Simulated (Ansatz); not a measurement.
# How much does Zr in Cu(100), 2x2 scatter?, part 2 of 3

How strong a scatterer is Zr in Cu(100), 2x2, and does relaxation matter?

Ansatz 0.2.0; Ansatz plane-wave DFT, PBE, PAW files; ballistic transport by layer matching (Landauer), zero bias; PAW set soft_1 (the session's first sound run).

So far, resistivity per at.% scaled from this dense plane, with the factor 3/4 for isotropic scattering (µΩ cm): step 3 (resistance at ideal sites) 10.9.

**4. Relaxing the neighbours**

The neighbours of the defect are let go while the lead's layers stay on their sites, since a lead must repeat to 0.01 Å.

This step: Ansatz plane-wave DFT, PBE, PAW files; relaxation with the lead's layers held; PAW set soft_1 (Ansatz 0.2.0).

The input, input.yaml:

```yaml
crystal:
  lattice:
    - [5.1123254594, 0.0, 0.0]
    - [0.0, 5.1123254594, 0.0]
    - [0.0, 0.0, 25.30472]
  atoms:
    - { symbol: Cu, position: [0.0, 0.0, 0.0357142857] }
    - { symbol: Cu, position: [0.0, 0.5, 0.0357142857] }
    - { symbol: Cu, position: [0.5, 0.0, 0.0357142857] }
    - { symbol: Cu, position: [0.5, 0.5, 0.0357142857] }
    - { symbol: Cu, position: [0.25, 0.25, 0.1071428571] }
    - { symbol: Cu, position: [0.25, 0.75, 0.1071428571] }
    - { symbol: Cu, position: [0.75, 0.25, 0.1071428571] }
    - { symbol: Cu, position: [0.75, 0.75, 0.1071428571] }
    - { symbol: Cu, position: [0.0, 0.0, 0.1785714286] }
    - { symbol: Cu, position: [0.0, 0.5, 0.1785714286] }
    - { symbol: Cu, position: [0.5, 0.0, 0.1785714286] }
    - { symbol: Cu, position: [0.5, 0.5, 0.1785714286] }
    - { symbol: Cu, position: [0.25, 0.25, 0.25] }
    - { symbol: Cu, position: [0.25, 0.75, 0.25] }
    - { symbol: Cu, position: [0.75, 0.25, 0.25] }
    - { symbol: Cu, position: [0.75, 0.75, 0.25] }
    - { symbol: Cu, position: [0.0, 0.0, 0.3214285714] }
    - { symbol: Cu, position: [0.0, 0.5, 0.3214285714] }
    - { symbol: Cu, position: [0.5, 0.0, 0.3214285714] }
    - { symbol: Cu, position: [0.5, 0.5, 0.3214285714] }
    - { symbol: Cu, position: [0.25, 0.25, 0.3928571429] }
    - { symbol: Cu, position: [0.25, 0.75, 0.3928571429] }
    - { symbol: Cu, position: [0.75, 0.25, 0.3928571429] }
    - { symbol: Cu, position: [0.75, 0.75, 0.3928571429] }
    - { symbol: Cu, position: [0.0, 0.0, 0.4642857143] }
    - { symbol: Cu, position: [0.0, 0.5, 0.4642857143] }
    - { symbol: Cu, position: [0.5, 0.0, 0.4642857143] }
    - { symbol: Cu, position: [0.5, 0.5, 0.4642857143] }
    - { symbol: Zr, position: [0.25, 0.25, 0.5357142857] }
    - { symbol: Cu, position: [0.25, 0.75, 0.5357142857] }
    - { symbol: Cu, position: [0.75, 0.25, 0.5357142857] }
    - { symbol: Cu, position: [0.75, 0.75, 0.5357142857] }
    - { symbol: Cu, position: [0.0, 0.0, 0.6071428571] }
    - { symbol: Cu, position: [0.0, 0.5, 0.6071428571] }
    - { symbol: Cu, position: [0.5, 0.0, 0.6071428571] }
    - { symbol: Cu, position: [0.5, 0.5, 0.6071428571] }
    - { symbol: Cu, position: [0.25, 0.25, 0.6785714286] }
    - { symbol: Cu, position: [0.25, 0.75, 0.6785714286] }
    - { symbol: Cu, position: [0.75, 0.25, 0.6785714286] }
    - { symbol: Cu, position: [0.75, 0.75, 0.6785714286] }
    - { symbol: Cu, position: [0.0, 0.0, 0.75] }
    - { symbol: Cu, position: [0.0, 0.5, 0.75] }
    - { symbol: Cu, position: [0.5, 0.0, 0.75] }
    - { symbol: Cu, position: [0.5, 0.5, 0.75] }
    - { symbol: Cu, position: [0.25, 0.25, 0.8214285714] }
    - { symbol: Cu, position: [0.25, 0.75, 0.8214285714] }
    - { symbol: Cu, position: [0.75, 0.25, 0.8214285714] }
    - { symbol: Cu, position: [0.75, 0.75, 0.8214285714] }
    - { symbol: Cu, position: [0.0, 0.0, 0.8928571429] }
    - { symbol: Cu, position: [0.0, 0.5, 0.8928571429] }
    - { symbol: Cu, position: [0.5, 0.0, 0.8928571429] }
    - { symbol: Cu, position: [0.5, 0.5, 0.8928571429] }
    - { symbol: Cu, position: [0.25, 0.25, 0.9642857143] }
    - { symbol: Cu, position: [0.25, 0.75, 0.9642857143] }
    - { symbol: Cu, position: [0.75, 0.25, 0.9642857143] }
    - { symbol: Cu, position: [0.75, 0.75, 0.9642857143] }
kpoints:
  mp_grid: { grid: [4, 4, 1] }
hamiltonian:
  xc: pbe
  pseudopotentials: { kind: paw, azcp: { folder: soft_1 } }
scf:
  occupations: { method: fermi_dirac, width: 0.1 }
relax:
  f_tol: 0.03
  max_steps: 40
  constraints:
    - { sites: [0, 1, 2, 3, 4, 5, 6, 7, 8, 9, 10, 11, 12, 13, 14, 15, 40, 41, 42, 43, 44, 45, 46, 47, 48, 49, 50, 51, 52, 53, 54, 55] }
```

Launch:

```sh
$ ansatz run input.yaml --threads 4 --pin off --max-ram 15360MiB --backend cpu --events-out ev --progress --plain --runs-dir out
```

Numbers of over 12 decimals in the logs are rounded to 6 here.

The log of the run:

```text
Warning: crystal.symmetry: narrowed to the stabiliser of the relax constraints — unitary ops 16 → 8; lowered at sites 16, 17, 18, 19, 40, 41, 42, 43 (the operations that carried what is held of a site onto what its image site leaves free; the constrained walk keeps no symmetry that its constraints do not admit)
[...]
Crystal: 56 atoms, lattice volume = 661.361 Å³
Basis set: ecut = 420 eV, 12885 PW (Γ), exchange–correlation on 72×72×360 points (8 copies of the dense FFT grid, shifted against one another)
Bands: 635, of which v1, the nominal top of the filled ones, is band 529 counted from 1 (528 counted from 0)
Symmetry: 8 space group operations
k-points: 6 of 16
[...]
SCF iter   1: F=—  HF=-368639.080282 eV  |F-HF|=—  |Δ(HF+E_count)|=         —  Δρ=3.07e-1  dr2=9.71e2  ethr=3.10e-3  ⟨swp⟩=5.3  Hψ=12586  notcnv=0  defer=77
[...]
SCF iter  13: F=-368567.675129 eV  HF=-368567.675143 eV  |F-HF|=1.35e-5  |Δ(HF+E_count)|=   1.23e-6  Δρ=4.10e-5  dr2=1.25e-5  ethr=2.13e-9  ⟨swp⟩=3.0  Hψ=9981  notcnv=0
SCF 1 converged in 13 iterations: F = -368567.675129 eV  dr2 = 1.25e-5
[...]
relax step   1: F+E_penalty+E_count = -368567.67512937 eV  Δ(F+E_penalty+E_count) = +0.000e0 eV  max|allowed force component| = 6.257e-1 eV/Å  Δτ_max = 0.0000 Å  (13 SCF iters, dr2 threshold 2.25e-5 eV, accepted)
[...]
iter 1 solved again at ethr=2.62e-5 eV; its pass at ethr=3.10e-3 eV (dr2=2.77e-1 eV) is discarded
[...]
SCF iter   8: F=-368567.974678 eV  HF=-368567.974681 eV  |F-HF|=2.61e-6  |Δ(HF+E_count)|=   1.24e-6  Δρ=7.70e-6  dr2=2.72e-6  ethr=2.31e-9  ⟨swp⟩=2.0  Hψ=7020  notcnv=0
SCF 2 converged in 8 iterations: F = -368567.974678 eV  dr2 = 2.72e-6
[...]
relax step   2: F+E_penalty+E_count = -368567.97467815 eV  Δ(F+E_penalty+E_count) = -2.995e-1 eV  max|allowed force component| = 2.900e-1 eV/Å  Δτ_max = 0.0649 Å  (8 SCF iters, dr2 threshold 2.45e-5 eV, accepted)
SCF iter   1: F=—  HF=-368568.133653 eV  |F-HF|=—  |Δ(HF+E_count)|=         —  Δρ=6.13e-3  dr2=2.65e-1  ethr=1.96e-4  ⟨swp⟩=5.2  Hψ=9216  notcnv=0  defer=389
[...]
SCF iter   9: F=-368568.074438 eV  HF=-368568.074441 eV  |F-HF|=3.03e-6  |Δ(HF+E_count)|=   4.68e-7  Δρ=7.94e-6  dr2=3.04e-6  ethr=4.97e-10  ⟨swp⟩=3.0  Hψ=9431  notcnv=0
SCF 3 converged in 9 iterations: F = -368568.074438 eV  dr2 = 3.04e-6
relax step   3: F+E_penalty+E_count = -368568.07443823 eV  Δ(F+E_penalty+E_count) = -9.976e-2 eV  max|allowed force component| = 4.680e-2 eV/Å  Δτ_max = 0.0726 Å  (9 SCF iters, dr2 threshold 5.26e-6 eV, accepted)
SCF iter   1: F=—  HF=-368568.074812 eV  |F-HF|=—  |Δ(HF+E_count)|=         —  Δρ=3.84e-4  dr2=6.66e-4  ethr=1.05e-6  ⟨swp⟩=4.3  Hψ=7966  notcnv=0  defer=453
[...]
SCF iter   8: F=-368568.075153 eV  HF=-368568.075153 eV  |F-HF|=3.75e-8  |Δ(HF+E_count)|=   1.15e-8  Δρ=9.06e-7  dr2=3.55e-8  ethr=9.46e-12  ⟨swp⟩=3.0  Hψ=10012  notcnv=0
SCF 4 converged in 8 iterations: F = -368568.075153 eV  dr2 = 3.55e-8
relax step   4: F+E_penalty+E_count = -368568.07515261 eV  Δ(F+E_penalty+E_count) = -7.144e-4 eV  max|allowed force component| = 1.832e-2 eV/Å  Δτ_max = 0.0060 Å  (8 SCF iters, accepted)
SCF converged after 8 iterations
Free energy (F): -368568.075153 eV
[...]
Internal energy: -368567.338964 eV  (E = F + TS)
E sigma→0 (E₀):  -368567.707058 eV
Entropy (-TS):   -0.736188 eV (-13.146 meV/atom)
Fermi energy:    16.658793 eV
[...]
--- Forces (eV/Å), atoms counted from 1 ---
  atom   1  Cu    -0.00691436    -0.00691436    -0.00020450
  atom   2  Cu    -0.00691436     0.00691436    -0.00020450
  atom   3  Cu     0.00691436    -0.00691436    -0.00020450
  atom   4  Cu     0.00691436     0.00691436    -0.00020450
  atom   5  Cu     0.00000000     0.00000000    -0.02821559
  atom   6  Cu     0.00000000     0.00000000     0.00813982
  atom   7  Cu     0.00000000     0.00000000     0.00813982
  atom   8  Cu     0.00000000     0.00000000    -0.00455159
  atom   9  Cu    -0.00671209    -0.00671209    -0.00845856
  atom  10  Cu    -0.00671209     0.00671209    -0.00845856
  atom  11  Cu     0.00671209    -0.00671209    -0.00845856
  atom  12  Cu     0.00671209     0.00671209    -0.00845856
  atom  13  Cu    -0.00000000     0.00000000    -0.23452020
  atom  14  Cu    -0.00000000     0.00000000    -0.12992451
  atom  15  Cu    -0.00000000     0.00000000    -0.12992451
  atom  16  Cu     0.00000000     0.00000000    -0.18610856
  atom  17  Cu     0.00463583     0.00463583     0.00007117
  atom  18  Cu     0.00463583    -0.00463583     0.00007117
  atom  19  Cu    -0.00463583     0.00463583     0.00007117
  atom  20  Cu    -0.00463583    -0.00463583     0.00007117
  atom  21  Cu     0.00000000     0.00000000     0.01832029
  atom  22  Cu     0.00000000     0.00000000     0.00092511
  atom  23  Cu    -0.00000000     0.00000000     0.00092511
  atom  24  Cu    -0.00000000     0.00000000    -0.01342517
  atom  25  Cu    -0.00091460    -0.00091460     0.00262608
  atom  26  Cu    -0.00091460     0.00091460     0.00262608
  atom  27  Cu     0.00091460    -0.00091460     0.00262608
  atom  28  Cu     0.00091460     0.00091460     0.00262608
  atom  29  Zr     0.00000000     0.00000000    -0.00246345
  atom  30  Cu    -0.00000000     0.00000000     0.00072217
  atom  31  Cu     0.00000000     0.00000000     0.00072217
  atom  32  Cu     0.00000000     0.00000000     0.00098674
  atom  33  Cu     0.00078308     0.00078308    -0.00260628
  atom  34  Cu     0.00078308    -0.00078308    -0.00260628
  atom  35  Cu    -0.00078308     0.00078308    -0.00260628
  atom  36  Cu    -0.00078308    -0.00078308    -0.00260628
  atom  37  Cu    -0.00000000     0.00000000    -0.01059567
  atom  38  Cu    -0.00000000     0.00000000    -0.00066680
  atom  39  Cu     0.00000000     0.00000000    -0.00066680
  atom  40  Cu    -0.00000000     0.00000000     0.00437513
[...]
atom  45  Cu    -0.00000000     0.00000000     0.01797916
  atom  46  Cu     0.00000000     0.00000000    -0.03866133
  atom  47  Cu     0.00000000     0.00000000    -0.03866133
  atom  48  Cu     0.00000000     0.00000000     0.05550042
  atom  49  Cu    -0.00634762    -0.00634762     0.00118115
  atom  50  Cu    -0.00634762     0.00634762     0.00118115
  atom  51  Cu     0.00634762    -0.00634762     0.00118115
  atom  52  Cu     0.00634762     0.00634762     0.00118115
  atom  53  Cu     0.00000000     0.00000000     0.02665847
  atom  54  Cu     0.00000000     0.00000000    -0.00672090
  atom  55  Cu    -0.00000000     0.00000000    -0.00672090
  atom  56  Cu     0.00000000     0.00000000     0.00338576
  max |Σ_I F_I| component: 6.18e-5 eV/Å
--- Relaxed structure (4 steps of the walk, 4 accepted, 0 SCFs on fresh bases) ---
  F+E_penalty+E_count = -368568.07515261 eV   max|allowed force component| = 1.832e-2 eV/Å
  atoms:
    - { symbol: Cu, position: [0.0, 0.0, 0.035714] }
    - { symbol: Cu, position: [0.0, 0.500000, 0.035714] }
    - { symbol: Cu, position: [0.500000, 0.0, 0.035714] }
    - { symbol: Cu, position: [0.500000, 0.500000, 0.035714] }
    - { symbol: Cu, position: [0.250000, 0.250000, 0.107143] }
    - { symbol: Cu, position: [0.250000, 0.750000, 0.107143] }
    - { symbol: Cu, position: [0.750000, 0.250000, 0.107143] }
    - { symbol: Cu, position: [0.750000, 0.750000, 0.107143] }
    - { symbol: Cu, position: [0.0, 0.0, 0.178571] }
    - { symbol: Cu, position: [0.0, 0.500000, 0.178571] }
    - { symbol: Cu, position: [0.500000, 0.0, 0.178571] }
    - { symbol: Cu, position: [0.500000, 0.500000, 0.178571] }
    - { symbol: Cu, position: [0.250000, 0.250000, 0.250000] }
    - { symbol: Cu, position: [0.250000, 0.750000, 0.250000] }
    - { symbol: Cu, position: [0.750000, 0.250000, 0.250000] }
    - { symbol: Cu, position: [0.750000, 0.750000, 0.250000] }
    - { symbol: Cu, position: [0.00133625, 0.00133625, 0.319692] }
    - { symbol: Cu, position: [0.00133625, 0.498664, 0.319692] }
    - { symbol: Cu, position: [0.498664, 0.00133625, 0.319692] }
    - { symbol: Cu, position: [0.498664, 0.498664, 0.319692] }
    - { symbol: Cu, position: [0.250000, 0.250000, 0.391186] }
    - { symbol: Cu, position: [0.250000, 0.750000, 0.389682] }
    - { symbol: Cu, position: [0.750000, 0.250000, 0.389682] }
    - { symbol: Cu, position: [0.750000, 0.750000, 0.387201] }
    - { symbol: Cu, position: [-0.00716402, -0.00716402, 0.459714] }
    - { symbol: Cu, position: [-0.00716402, 0.507164, 0.459714] }
    - { symbol: Cu, position: [0.507164, -0.00716402, 0.459714] }
    - { symbol: Cu, position: [0.507164, 0.507164, 0.459714] }
    - { symbol: Zr, position: [0.250000, 0.250000, 0.534832] }
    - { symbol: Cu, position: [0.250000, 0.750000, 0.534868] }
    - { symbol: Cu, position: [0.750000, 0.250000, 0.534868] }
    - { symbol: Cu, position: [0.750000, 0.750000, 0.534888] }
    - { symbol: Cu, position: [-0.0069904, -0.0069904, 0.610017] }
    - { symbol: Cu, position: [-0.0069904, 0.506990, 0.610017] }
    - { symbol: Cu, position: [0.506990, -0.0069904, 0.610017] }
    - { symbol: Cu, position: [0.506990, 0.506990, 0.610017] }
    - { symbol: Cu, position: [0.250000, 0.250000, 0.678771] }
    - { symbol: Cu, position: [0.250000, 0.750000, 0.680069] }
    - { symbol: Cu, position: [0.750000, 0.250000, 0.680069] }
    - { symbol: Cu, position: [0.750000, 0.750000, 0.682323] }
    - { symbol: Cu, position: [0.0, 0.0, 0.750000] }
[...]
- { symbol: Cu, position: [0.250000, 0.250000, 0.821429] }
    - { symbol: Cu, position: [0.250000, 0.750000, 0.821429] }
    - { symbol: Cu, position: [0.750000, 0.250000, 0.821429] }
    - { symbol: Cu, position: [0.750000, 0.750000, 0.821429] }
    - { symbol: Cu, position: [0.0, 0.0, 0.892857] }
    - { symbol: Cu, position: [0.0, 0.500000, 0.892857] }
    - { symbol: Cu, position: [0.500000, 0.0, 0.892857] }
    - { symbol: Cu, position: [0.500000, 0.500000, 0.892857] }
    - { symbol: Cu, position: [0.250000, 0.250000, 0.964286] }
    - { symbol: Cu, position: [0.250000, 0.750000, 0.964286] }
    - { symbol: Cu, position: [0.750000, 0.250000, 0.964286] }
    - { symbol: Cu, position: [0.750000, 0.750000, 0.964286] }
```

Run time: 9.3 min. Hardware: 4 threads of Arm Neoverse V1, shared host; peak memory 6.7 GiB.

Relaxation path:

```csv
step,energy less that of the first step (eV),largest force component (eV/Å)
1,0.0000,0.6257
2,-0.2995,0.2900
3,-0.3993,0.0468
4,-0.4000,0.0183
```

The atoms that moved most (Å):

```csv
atom,dx,dy,dz,length
Cu24,0.000,0.000,-0.143,0.143
Cu25,-0.037,-0.037,-0.116,0.127
Cu27,0.037,-0.037,-0.116,0.127
Cu26,-0.037,0.037,-0.116,0.127
Cu28,0.037,0.037,-0.116,0.127
Cu40,0.000,0.000,0.095,0.095
Cu36,0.036,0.036,0.073,0.089
Cu35,0.036,-0.036,0.073,0.089
```

Numbers from this step:

```
free energy             : -368568.0752 eV
energy at zero smearing : -368567.7071 eV
```

The largest force component on a free atom ends at 0.018 eV/Å, under the tolerance of 0.03, after 4 steps.

(Part 2 of 3 ends here.)

[Logs are printed without paths, hosts, clocks, repeated set-up lines and the standing remarks that a program may print on its own settings, such as how far it seeks lower states.]

[Hosts, paths, dates, database ids (printed as entryN), source tags and the programs' standing remarks are cut or masked in the printed files.]
